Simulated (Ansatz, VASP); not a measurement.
## HfB3 in VASP and in Ansatz

```
CELL_PARAMETERS angstrom
3.38939 0.00000 0.00000
0.00000 3.38939 0.00000
0.00000 0.00000 3.38939
ATOMIC_POSITIONS crystal
Hf 0.00000 0.00000 0.00000
B 0.50000 0.50000 0.00000
B 0.50000 0.00000 0.50000
B 0.00000 0.50000 0.50000
```

The cell comes from a database or a generator and needn't be the stable form of this composition.

Alike in both runs: task single point; functional PBE; k mesh 6 × 6 × 6; occupations gaussian, width 0.1 eV; no spin polarisation.

```csv
,VASP,Ansatz
version,VASP 6.6.1,Ansatz 0.2.0
potentials or method,"VASP PAW PBE potentials, release 64 (Hf_pv, B)","scalar-relativistic, plane waves, PAW"
plane-wave cutoff (eV),520,420
valence electrons in the cell,19,35
```

Ansatz gave:

| Item | Value |
| --- | --- |
| gap on the k mesh at the Fermi level (eV) | none |
| pressure (GPa) | 0.0 |

Q: Which values does VASP return?

A: gap on the k mesh at the Fermi level (eV): none; pressure (GPa): 1.0.

A gap of «none» marks a metal or a gap that the smearing closes. The two sets of potentials don't hold the same shells in valence.

Spin-orbit coupling is left out, which matters for the levels of Hf.
